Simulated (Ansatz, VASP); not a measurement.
# ZrC (zincblende type (invented)) in two plane-wave programs

Wanted: the spread between two codes on one cell, functional and k mesh. The cell is generated by rule, not measured, and may not be a known phase. The cell is taken from a series of runs on this material, whose earlier steps may have relaxed, scaled, displaced or heated it; both programs get it as it stands.

Program: Ansatz 0.2.0. Level of theory: plane waves, with VASP 6.6.1 beside it; relaxation of cell and atoms at PBE and zone-centre phonons at PBE. Results are calculated unless marked as measured.

### Step 1. Set-up

It takes space group F-43m (No. 216, cubic). Conventional cell: a = 5.091 Å, b = 5.091 Å, c = 5.091 Å, α = 90.00°, β = 90.00°, γ = 90.00°. Nearest to Zr lie 4 C at 2.20 Å. Nearest to C lie 4 Zr at 2.20 Å. Farther neighbours are not listed.

As a file:

```cif
data_structure
_symmetry_space_group_name_H-M 'F-43m'
_symmetry_Int_Tables_number 216
_cell_length_a 5.0906
_cell_length_b 5.0906
_cell_length_c 5.0906
_cell_angle_alpha 90.000
_cell_angle_beta 90.000
_cell_angle_gamma 90.000
_cell_volume 131.91
loop_
_atom_site_label
_atom_site_type_symbol
_atom_site_symmetry_multiplicity
_atom_site_Wyckoff_symbol
_atom_site_fract_x
_atom_site_fract_y
_atom_site_fract_z
_atom_site_occupancy
Zr1 Zr 4 a 0.00000 0.00000 0.00000 1
C1 C 4 c 0.25000 0.25000 0.25000 1
```

### Step 2. Ansatz: relaxation of cell and atoms, PBE, pair 1

Ansatz runs on its default PAW (the set named soft_2) files.

The relaxed volume is the usual yardstick between codes: in a stiff, nearly cubic crystal its relative difference is about their pressure difference at one cell divided by the bulk modulus.

File input.yaml:

```yaml
crystal:
  lattice:
    - [0.0, 2.5452753971, 2.5452753971]
    - [2.5452753971, 0.0, 2.5452753971]
    - [2.5452753971, 2.5452753971, 0.0]
  atoms:
    - { symbol: Zr, position: [0.0, 0.0, 0.0] }
    - { symbol: C, position: [0.75, 0.75, 0.75] }
kpoints:
  mp_grid: { grid: [12, 12, 12] }
hamiltonian:
  xc: pbe
scf:
  occupations: { method: fixed }
output:
  forces: true
  stress: true
  eigenvalues: true
relax:
  adjacent_minimum: "off"
  f_tol: 0.001
  max_steps: 60
  cell: { stress_tol: 0.01 }
```

On the command line:

```bash
$ ansatz run input.yaml --threads 2 --pin off --max-ram 5120MiB --backend cpu --events-out ev --progress --plain --runs-dir out
```

Numbers of over 12 decimals in the logs are rounded to 6 here.

The log of the run:

```text
Engine: ansatz 0.2.0, aarch64-unknown-linux-gnu
Pseudopotentials: kind: paw
Pseudopotential: Zr, paw, valence charge 12, recommended cutoff 420 eV (normal), Zr.paw.azcp
Pseudopotential: C, paw, valence charge 4, recommended cutoff 420 eV (normal), C.paw.azcp
Functional definition: PBE
  parameter kappa = 0.804
  parameter beta = 0.066725
  exchange = pbe_x(kappa = kappa, mu = beta*pi^2/3)
  correlation = pbe_c(beta = beta)
Crystal: 2 atoms, lattice volume = 32.979 Å³
Basis set: ecut = 420 eV, 645 PW (Γ), exchange–correlation on 50×50×50 points (8 copies of the dense FFT grid, shifted against one another)
Bands: 12, of which v1, the nominal top of the filled ones, is band 8 counted from 1 (7 counted from 0)
Symmetry: 24 space group operations
Space group: F-43m (ITA 216), of the structure as read, at distance tolerance 3.2e-5 Å
k-points: 72 of 1728 (time reversal used)
Non-local potential: Zr, projectors of the file, l = 0: 3, l = 1: 2, l = 2: 2, l = 3: 2
Non-local potential: C, projectors of the file, l = 0: 2, l = 1: 2, l = 2: 1
PAW form: soft (Blöchl's): semilocal exchange-correlation on the pseudo side does not see the compensation charge
PAW one-centre angular grid: Zr, 590 points (default); XC on 64 Gauss nodes
PAW one-centre angular grid: C, 110 points (default); XC on 64 Gauss nodes
Initial density: superposition of atomic densities (neutral atoms: chi_scale 0, normalization atom), corrected by the library's trained network
Initial wavefunctions: pseudopotential atomic-orbital guess
Functional: x = pbe(κ = 0.804, μ = 0.219515), c = pbe(β = 0.066725)
SCF iter   1: F=—  HF=-4435.271555 eV  |F-HF|=—  |Δ(HF+E_count)|=         —  Δρ=1.01e-2  dr2=5.42e-2  ethr=1.77e-3  ⟨swp⟩=3.9  Hψ=4132  notcnv=0  defer=90
preconditioner: auto → none  [insulator: Δε(μ)=0.601 eV  Ē_g=7.670 eV  n_scr=8 (ndim 8)  ℏωp=18.3 eV  f_vac=0.000  ε∞_Penn≈6.7]
SCF iter   2: F=—  HF=-4435.269053 eV  |F-HF|=—  |Δ(HF+E_count)|=   2.50e-3  Δρ=9.68e-3  dr2=4.23e-2  ethr=3.39e-4  ⟨swp⟩=2.1  Hψ=1815  notcnv=0  defer=141
SCF iter   3: F=—  HF=-4435.259858 eV  |F-HF|=—  |Δ(HF+E_count)|=   9.19e-3  Δρ=1.52e-3  dr2=3.59e-4  ethr=2.64e-4  ⟨swp⟩=2.0  Hψ=1272  notcnv=0  defer=140
SCF iter   4: F=—  HF=-4435.260037 eV  |F-HF|=—  |Δ(HF+E_count)|=   1.78e-4  Δρ=3.40e-4  dr2=2.33e-5  ethr=2.24e-6  ⟨swp⟩=2.5  Hψ=1540  notcnv=0  defer=143
SCF iter   5: F=—  HF=-4435.260026 eV  |F-HF|=—  |Δ(HF+E_count)|=   1.05e-5  Δρ=1.70e-4  dr2=5.14e-6  ethr=1.46e-7  ⟨swp⟩=2.0  Hψ=1426  notcnv=0
SCF iter   6: F=-4435.260025 eV  HF=-4435.260025 eV  |F-HF|=2.66e-9  |Δ(HF+E_count)|=   1.60e-6  Δρ=1.66e-5  dr2=5.15e-8  ethr=6.25e-10  ⟨swp⟩=5.1  Hψ=5158  notcnv=0
SCF 1 converged in 6 iterations: F = -4435.260025 eV  dr2 = 5.15e-8
  greatest PAW one-centre occupation: 0.996 electrons in one spin orbital (limit 2), on the Zr atom at site 0 (counted from 0), in its partial waves of l = 0
relax step   1: F+E_penalty+E_count = -4435.26002465 eV  Δ(F+E_penalty+E_count) = +0.000e0 eV  max|allowed force component| = 3.886e-16 eV/Å  Δτ_max = 0.0000 Å  P = +0.001 GPa  Ω = 32.979 Å³  (6 SCF iters, dr2 threshold 1.00e-7 eV, accepted)
Initial density: handed on by an earlier stage of this run
Initial wavefunctions: pseudopotential atomic-orbital guess (no wavefunctions were taken with the density)
iter 1 solved again at ethr=3.44e-8 eV; its pass at ethr=3.10e-3 eV (dr2=5.50e-6 eV) is discarded
SCF iter   1: F=—  HF=-4435.260029 eV  |F-HF|=—  |Δ(HF+E_count)|=         —  Δρ=1.64e-5  dr2=4.90e-8  ethr=3.44e-8  ⟨swp⟩=3.2  Hψ=6411  notcnv=0  defer=94
preconditioner: auto → none  [insulator: Δε(μ)=0.490 eV  Ē_g=7.583 eV  n_scr=8 (ndim 8)  ℏωp=18.3 eV  f_vac=0.000  ε∞_Penn≈6.8]
SCF iter   2: F=—  HF=-4435.260025 eV  |F-HF|=—  |Δ(HF+E_count)|=   4.65e-6  Δρ=7.46e-6  dr2=9.62e-9  ethr=3.07e-10  ⟨swp⟩=2.3  Hψ=1366  notcnv=0  defer=63
SCF iter   3: F=—  HF=-4435.260025 eV  |F-HF|=—  |Δ(HF+E_count)|=   6.79e-9  Δρ=4.47e-6  dr2=7.65e-9  ethr=6.01e-11  ⟨swp⟩=2.0  Hψ=1140  notcnv=0  defer=63
SCF iter   4: F=—  HF=-4435.260025 eV  |F-HF|=—  |Δ(HF+E_count)|=  2.09e-10  Δρ=1.31e-6  dr2=3.32e-10  ethr=4.78e-11  ⟨swp⟩=2.1  Hψ=1142  notcnv=0  defer=63
SCF iter   5: F=—  HF=-4435.260025 eV  |F-HF|=—  |Δ(HF+E_count)|=  3.47e-10  Δρ=1.79e-7  dr2=6.11e-12  ethr=2.08e-12  ⟨swp⟩=2.4  Hψ=1226  notcnv=0  defer=63
SCF iter   6: F=-4435.260025 eV  HF=-4435.260025 eV  |F-HF|=0.00e0  |Δ(HF+E_count)|=  5.46e-12  Δρ=3.63e-8  dr2=2.60e-13  ethr=1.00e-12  ⟨swp⟩=7.1  Hψ=4471  notcnv=0
SCF 2 converged in 6 iterations: F = -4435.260025 eV  dr2 = 2.60e-13
relax step   2: F+E_penalty+E_count = -4435.26002467 eV  Δ(F+E_penalty+E_count) = -1.561e-8 eV  max|allowed force component| = 4.071e-16 eV/Å  Δτ_max = 0.0000 Å  P = +0.001 GPa  Ω = 32.979 Å³  stress off target by 1.24e-3 GPa  SCF on the basis re-selected at this cell (its energy is not comparable with the rows above)  (6 SCF iters)
basis re-selected at this cell: Δ(F+E_penalty+E_count) = -1.561e-8 eV, ΔP = -0.000 GPa vs the last step (what re-selecting the basis moved, of the pressure what is left beyond the Pulay correction that the steps carried, after the strain that the cell walked since its last selection, with what the two solves' SCF thresholds leave and, on support functions, any second-order correction that the steps lacked; it is no m [...]
SCF converged after 6 iterations
Free energy (F): -4435.260025 eV
Harris-Foulkes:  -4435.260025 eV  (|F-HF|=0.00e0)
Internal energy: -4435.260025 eV  (E = F + TS)
E sigma→0 (E₀):  -4435.260025 eV
Fermi energy:    10.705995 eV
--- Per-component energies (eV) ---
  E_band       = -108.893586
  E_kinetic    = 421.063278
  E_local      = -807.628755  (includes V_loc(G=0)·N_el)
  E_nonlocal   = 105.830458
  E_hartree    = 254.228861
  E_xc         = -210.027255
  E_vxc        = -250.800344  (∫ρ·V_xc dr)
  E_paw        = -3052.305397  (= ΣΔE_a)
  E_vpaw       = -85.815982  (= ΣTr[D̂ρ^β])
  E_aug_tail   = 0.000029  (compensation charges beyond the density's cutoff)
  E_ewald      = -1146.421243
  E_smearing   = -0.000000  (= −TS)
  E_closure    = 0.000000  (closes the sum)
  Σ components = -4435.260025   (vs F -4435.260025, Δ=0.00e0)
--- Forces (eV/Å), atoms counted from 1 ---
  atom   1  Zr    -0.00000000     0.00000000     0.00000000
  atom   2  C      0.00000000    -0.00000000     0.00000000
  max |Σ_I F_I| component: 2.22e-16 eV/Å
--- Stress (GPa, compression-positive) ---
        0.001236       0.000000      -0.000000
        0.000000       0.001236       0.000000
       -0.000000       0.000000       0.001236
  P = ⅓ Tr σ = 0.0012 GPa (0.012 kbar)
--- Band table (eV; the first three rows and the last of 72) ---
  k-point 0: bands = [... 4 lower, 0.8564, 8.4210, 8.4210, 8.4210, 13.7611, 13.7611, 14.0466, 19.0832]
  k-point 1: bands = [... 4 lower, 0.9503, 8.3026, 8.4777, 8.4777, 13.6815, 13.6815, 14.3573, 18.8992]
  k-point 2: bands = [... 4 lower, 1.2025, 8.0707, 8.6245, 8.6245, 13.5398, 13.5398, 15.0778, 18.5340]
  k-point 71: bands = [... 4 lower, 2.5439, 8.0876, 9.3522, 10.6463, 11.2148, 13.7242, 15.2665, 16.4724]
--- Relaxed structure (1 steps of the walk, 1 accepted, 1 SCFs on fresh bases) ---
  F+E_penalty+E_count = -4435.26002467 eV   max|allowed force component| = 4.071e-16 eV/Å   (the final SCF, on the basis selected at the relaxed cell)
  cell:  # Å, volume = 32.9788 Å³
    - [0.0, 2.5452753971, 2.5452753971]
    - [2.5452753971, 0.0, 2.5452753971]
    - [2.5452753971, 2.5452753971, 0.0]
  atoms:
    - { symbol: Zr, position: [0.0, 0.0, 0.0] }
    - { symbol: C, position: [0.75, 0.75, 0.75] }
```

### Step 3. VASP: relaxation of cell and atoms, PBE, pair 1

The same cell, functional and mesh now go to VASP, with its own data sets.

Lines of VASP's logs that name or quote its potential files are left out, and so is its time.

File INCAR:

```
SYSTEM = ZrC
PREC = Accurate
ENCUT = 600
EDIFF = 1E-07
NELM = 120
ISMEAR = 0
SIGMA = 0.01
LREAL = .FALSE.
ALGO = Normal
GGA = PE
NBANDS = 14
LASPH = .TRUE.
LORBIT = 11
LWAVE = .FALSE.
LCHARG = .FALSE.
ISIF = 3
IBRION = 2
NSW = 80
EDIFFG = -0.005
GGA_COMPAT = .FALSE.
NELMIN = 4
EFERMI = MIDGAP
KPAR = 2
```

File POSCAR:

```
ZrC
1.0
    0.0000000000      2.5452750000      2.5452750000
    2.5452750000      0.0000000000      2.5452750000
    2.5452750000      2.5452750000      0.0000000000
Zr C
1 1
Direct
    0.0000000000      0.0000000000      0.0000000000
    0.7500000982      0.7500000982      0.7500000982
```

File KPOINTS:

```
Automatic mesh
0
Gamma
12 12 12
0 0 0
```

The projector-augmented-wave data sets are Zr_sv and C (PBE family, release 64).

On the command line:

```bash
$ mpirun -np 2 vasp_std
```

The log of the run:

```text
[banner, memory and clock lines left out]
running    2 mpi-ranks, on    1 nodes
 distrk:  each k-point on    1 cores,    2 groups
 distr:  one band on    1 cores,    1 groups

 POSCAR found type information on POSCAR ZrC
 POSCAR found :  2 types and       2 ions
 LDA part: xc-table for (Slater+PW92), standard interpolation
 POSCAR, INCAR and KPOINTS ok, starting setup
 FFT: planning ... GRIDC
 FFT: planning ... GRID_SOFT
 FFT: planning ... GRID
 WAVECAR not read
 entering main loop
       N       E                     dE             d eps       ncg     rms          rms(c)
DAV:   1     0.119486240539E+03    0.11949E+03   -0.92695E+03  2016   0.125E+03
DAV:   2    -0.163880820587E+02   -0.13587E+03   -0.12569E+03  2532   0.305E+02
DAV:   3    -0.226279383736E+02   -0.62399E+01   -0.61653E+01  3000   0.588E+01
DAV:   4    -0.228683692752E+02   -0.24043E+00   -0.24032E+00  2624   0.999E+00
DAV:   5    -0.228724792434E+02   -0.41100E-02   -0.41097E-02  2806   0.124E+00    0.206E+01
DAV:   6    -0.182805085431E+02    0.45920E+01   -0.14312E+01  2322   0.271E+01    0.584E+00
DAV:   7    -0.182304831234E+02    0.50025E-01   -0.86762E-01  2342   0.708E+00    0.503E+00
DAV:   8    -0.182380722706E+02   -0.75891E-02   -0.14203E-01  2592   0.336E+00    0.209E+00
DAV:   9    -0.182307524303E+02    0.73198E-02   -0.23352E-02  2376   0.116E+00    0.353E-01
DAV:  10    -0.182312584397E+02   -0.50601E-03   -0.15693E-03  2722   0.425E-01    0.231E-01
DAV:  11    -0.182312276082E+02    0.30832E-04   -0.23595E-04  2340   0.147E-01    0.347E-02
DAV:  12    -0.182312237086E+02    0.38996E-05   -0.58906E-06  2696   0.218E-02    0.349E-03
DAV:  13    -0.182312233574E+02    0.35123E-06   -0.42569E-07  2542   0.536E-03    0.180E-03
DAV:  14    -0.182312234066E+02   -0.49219E-07   -0.29881E-08  1164   0.190E-03
   1 F= -.18231223E+02 E0= -.18231223E+02  d E =-.182312E+02
 curvature:   0.00 expect dE= 0.000E+00 dE for cont linesearch  0.000E+00
 trial: gam= 0.00000 g(F)=  0.893E-42 g(S)=  0.147E-04 ort = 0.000E+00 (trialstep = 0.100E+01)
 search vector abs. value=  0.147E-04
 bond charge predicted
       N       E                     dE             d eps       ncg     rms          rms(c)
DAV:   1    -0.182313365463E+02   -0.11319E-03   -0.34387E-03  2424   0.593E-01    0.125E-01
DAV:   2    -0.182312375647E+02    0.98982E-04   -0.24029E-04  2364   0.173E-01    0.352E-02
DAV:   3    -0.182312199326E+02    0.17632E-04   -0.11157E-04  3094   0.735E-02    0.156E-02
DAV:   4    -0.182312215768E+02   -0.16442E-05   -0.27170E-06  3224   0.118E-02    0.107E-02
DAV:   5    -0.182312223332E+02   -0.75632E-06   -0.14025E-06  3324   0.660E-03    0.347E-03
DAV:   6    -0.182312220354E+02    0.29774E-06   -0.11065E-06  3358   0.607E-03    0.101E-03
DAV:   7    -0.182312219345E+02    0.10096E-06   -0.19992E-08  1118   0.162E-03    0.106E-04
DAV:   8    -0.182312219128E+02    0.21669E-07   -0.22988E-09  1062   0.569E-04
   2 F= -.18231222E+02 E0= -.18231222E+02  d E =0.149381E-05
 trial-energy change:    0.000001  1 .order    0.000001   -0.000015    0.000017
 step:   0.4637(harm=  0.4637)  dis= 0.00000  next Energy=   -18.231227 (dE=-0.342E-05)
 bond charge predicted
       N       E                     dE             d eps       ncg     rms          rms(c)
DAV:   1    -0.182312591339E+02   -0.37199E-04   -0.98820E-04  2442   0.318E-01    0.672E-02
DAV:   2    -0.182312287911E+02    0.30343E-04   -0.68770E-05  2334   0.927E-02    0.189E-02
DAV:   3    -0.182312234505E+02    0.53406E-05   -0.32225E-05  3108   0.395E-02    0.840E-03
DAV:   4    -0.182312247378E+02   -0.12873E-05   -0.76803E-07  3162   0.632E-03    0.571E-03
DAV:   5    -0.182312260133E+02   -0.12755E-05   -0.44003E-07  3286   0.363E-03    0.180E-03
DAV:   6    -0.182312266462E+02   -0.63292E-06   -0.28896E-07  2858   0.319E-03    0.463E-04
DAV:   7    -0.182312266841E+02   -0.37910E-07   -0.14187E-08  1020   0.126E-03
   3 F= -.18231227E+02 E0= -.18231227E+02  d E =-.327749E-05
 curvature:  -0.23 expect dE=-0.104E-09 dE for cont linesearch -0.104E-09
 trial: gam=-0.00549 g(F)=  0.508E-41 g(S)=  0.450E-09 ort = 0.814E-07 (trialstep = 0.893E+00)
 search vector abs. value=  0.100E-09
 reached required accuracy - stopping structural energy minimisation
```

OUTCAR, selected parts (step 3):

```text
ion  position               nearest neighbor table
   1  0.000  0.000  0.000-   2 2.20   2 2.20   2 2.20   2 2.20
   2  0.750  0.750  0.750-   1 2.20   1 2.20   1 2.20   1 2.20

  LATTYP: Found a face centered cubic cell.
 ALAT       =     5.0905500000

 Subroutine GETGRP returns: Found 24 space group operations
 (whereof 24 operations were pure point group operations)

The static configuration has the point symmetry T_d .

 Found     72 irreducible k-points:

   k-points           NKPTS =     72   k-points in BZ     NKDIM =     72   number of bands    NBANDS=     14

   dimension x,y,z NGX =    30 NGY =   30 NGZ =   30
   dimension x,y,z NGXF=    60 NGYF=   60 NGZF=   60

   ENCUT  =  600.0 eV  44.10 Ry    6.64 a.u.   7.19  7.19  7.19*2*pi/ulx,y,z

   NELECT =      16.0000    total number of electrons

 k-points in reciprocal lattice and weights: Automatic mesh
   0.00000000  0.00000000  0.00000000       0.001
   0.08333333  0.00000000  0.00000000       0.005
   0.16666667  0.00000000  0.00000000       0.005
   0.25000000  0.00000000  0.00000000       0.005
   0.33333333  0.00000000  0.00000000       0.005
   0.41666667  0.00000000  0.00000000       0.005
   0.50000000  0.00000000  0.00000000       0.002
   0.08333333  0.08333333  0.00000000       0.003
   0.16666667  0.08333333  0.00000000       0.014
[...]
-0.33333333  0.50000000  0.16666667       0.007
  -0.25000000  0.50000000  0.25000000       0.003

 average (electrostatic) potential at core
       1 -76.2850       2 -46.2309

 E-fermi :   6.8032

 k-point     1 :       0.0000    0.0000    0.0000
  band No.  band energies     occupation
    ...
      4     -19.3395      2.00000
      5      -3.2931      2.00000
      6       4.2755      2.00000
      7       4.2755      2.00000
      8       4.2755      2.00000
      9       9.6111      0.00000
     10       9.6111      0.00000
     11       9.9005      0.00000
     12      14.9381      0.00000
     13      14.9381      0.00000
    ...

 k-point     2 :       0.0833    0.0000    0.0000
  band No.  band energies     occupation
    ...
      4     -19.3436      2.00000
      5      -3.1994      2.00000
      6       4.1568      2.00000
      7       4.3321      2.00000
      8       4.3321      2.00000
      9       9.5316      0.00000
     10       9.5316      0.00000
     11      10.2111      0.00000
     12      14.7535      0.00000
     13      15.0542      0.00000
    ...

 k-point     3 :       0.1667    0.0000    0.0000
  band No.  band energies     occupation
    ...
      4     -19.3546      2.00000
      5      -2.9474      2.00000
      6       3.9247      2.00000
      7       4.4787      2.00000
      8       4.4787      2.00000
      9       9.3902      0.00000
     10       9.3902      0.00000
     11      10.9318      0.00000
     12      14.3881      0.00000
     13      15.2050      0.00000
    ...

  Total        0.0000788      0.0000788      0.0000788     -0.0000000     -0.0000000      0.0000000
  in kB        0.0038287      0.0038287      0.0038287     -0.0000000     -0.0000000      0.0000000
  external PRESSURE =       0.0038287 kB  Pullay stress =       0.0000000 kB

  energy-cutoff  :      600.00
  volume of cell :       32.99
      direct lattice vectors                 reciprocal lattice vectors
    -0.000000000  2.545681272  2.545681272    -0.196411077  0.196411077  0.196411077
     2.545681272 -0.000000000  2.545681272     0.196411077 -0.196411077  0.196411077
     2.545681272  2.545681272  0.000000000     0.196411077  0.196411077 -0.196411077

 POSITION                                       TOTAL-FORCE (eV/Angst)
 -----------------------------------------------------------------------------------
      0.00000      0.00000      0.00000         0.000000      0.000000      0.000000
      3.81852      3.81852      3.81852        -0.000000     -0.000000     -0.000000
 -----------------------------------------------------------------------------------
    total drift:                               -0.000144     -0.000144     -0.000144

  FREE ENERGIE OF THE ION-ELECTRON SYSTEM (eV)
  ---------------------------------------------------
  free  energy   TOTEN  =       -18.2312266841 eV

  energy  without entropy=      -18.2312266841  energy(sigma->0) =      -18.23122668

 reached required accuracy - stopping structural energy minimisation

 total charge
# of ion       s       p       d       tot
------------------------------------------
    1        2.205   6.009   1.652   9.865
    2        0.895   1.516   0.000   2.411
--------------------------------------------------
tot          3.100   7.525   1.652  12.276

[... 3 further parts left out ...]
```

### Step 4. Differences

Known differences besides the potentials themselves: fixed occupations in Ansatz, narrow Gaussian smearing in VASP; the cutoff is 420 eV in Ansatz and 600 eV in VASP; Ansatz adds a Pulay correction to the stress that steers its cell, VASP none. Total energies have different zeros and are not compared.

Compared:

```csv
quantity,Ansatz,VASP,difference
volume (Å³),32.98,32.99,-0.05 %
"edge a after relaxation, in the typed setting (Å)",3.600,3.600,-0.01 %
```

[end of part 1 of 2]

[Lines on the potential files, build, host, timing and source positions are cut from VASP's logs without a mark.]

[Logs are printed without paths, hosts, clocks, repeated set-up lines and the standing remarks that a program may print on its own settings, such as how far it seeks lower states.]

[Hosts, paths, dates, database ids (printed as entryN), source tags and the programs' standing remarks are cut or masked in the printed files.]
